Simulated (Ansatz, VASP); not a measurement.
CdSe: VASP beside Ansatz

```
Cd Se
1.0
     0.00000    2.87396    2.87396
     2.87396    0.00000    2.87396
     2.87396    2.87396    0.00000
Cd Se
1 1
Direct
  0.00000 0.00000 0.00000
  0.50000 0.50000 0.50000
```

Measurements of this composition are mostly on another form, of space group No. 186.

Alike in both runs: task relaxation of cell and atoms; functional BLYP; dispersion D3(BJ); k mesh 6 × 6 × 6; occupations fermi-dirac, width 0.05 eV; no spin polarisation.

```csv
,VASP,Ansatz
version,VASP 6.6.1,Ansatz 0.2.0
potentials or method,"VASP PAW PBE potentials, release 64 (Cd, Se)","plane waves, PAW"
plane-wave cutoff (eV),600,420
valence electrons in the cell,18,36
```

VASP gave:

```
relaxed volume (Å³/atom)                                     : 22.98
relaxed cell length with the largest relative difference (Å) : 4.021
energy change over the relaxation (meV/atom)                 : -5
```

Question: Which values does Ansatz return?

Answer: Relaxed volume (Å³/atom): 22.80; relaxed cell length with the largest relative difference (Å): 4.010; energy change over the relaxation (meV/atom): -7.

The two sets of potentials don't hold the same shells in valence.

Caveats: the PAW data sets were made with another functional, which shifts forces and pressure a little (VASP); pairwise dispersion overbinds metals, which lowers pressure and volume.
